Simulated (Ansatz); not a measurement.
**Barrier of one jump, H in Na**

Method: Ansatz 0.2.0, DFT PBE, scalar-relativistic, plane waves, PAW. Run with 420 eV cutoff, 4×4×2 k-mesh, Gaussian smearing of 0.10 eV, no spin polarisation.

Host crystal, relaxed:

```
CELL_PARAMETERS angstrom
3.75274 0.00000 0.00000
-1.87637 3.24997 0.00000
0.00000 0.00000 12.14262
ATOMIC_POSITIONS crystal
Na 0.00000 0.00000 0.00000
Na 0.33333 0.66667 0.25000
Na 0.00000 0.00000 0.50000
Na 0.66667 0.33333 0.75000
```

In a supercell of 16 host sites, interstitial H hops to an equivalent place, moving 1.37 Å between the relaxed ends. Climbing-image nudged elastic band at fixed cell with images 0 (start) to 6 (end), the path measured over all atoms, converged to 0.05 eV/Å; the order of the saddle wasn't checked, and the small cell leaves errors of about a tenth of an eV. Zero-point motion and tunnelling, which matter for H, are left out.

Supercell rows in host cell vectors: 0 -2 0; -2 0 0; 0 0 -1. H was set at (0.000, 0.000, 0.192) of the host cell.

At the relaxed start H has 3 Na at 2.23 Å, 1 Na at 2.26 Å.

(1) What barrier does the band give, and what surrounds the atom at the top?

Answers

(1) 0.04 eV at image 3, where H has 3 Na at 2.21 Å, 2 Na at 2.81 Å.

Cost: 1 run of about 20 core-minutes, on AMD EPYC 7B13 (Zen 3) (shared hosts).